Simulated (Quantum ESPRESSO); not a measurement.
Crystal: Bi.

```
Bi
1.0
    -1.98143    1.98143    1.98143
     1.98143   -1.98143    1.98143
     1.98143    1.98143   -1.98143
Bi
1
Direct
  0.00000 0.00000 0.00000
```

This isn't the form of Bi at room conditions, which is rhombohedral.

Program: Quantum ESPRESSO 7.5. Alike in all runs: task band structure; potentials or basis SG15 PBE 1.2; no spin polarisation; cell as given; k mesh 9 × 9 × 9; cutoff (eV) 898; smearing fermi-dirac 0.05 eV.

Problem. Order these runs on this cell by their pressure, lowest first.
A. level WC
B. level LDA; form of the LDA correlation PZ81
C. level RPBE

Solution. B (-3.2 GPa), A (-1.7 GPa), C (2.3 GPa).

Caveats: the potentials were made for another functional, which shifts forces and pressure.
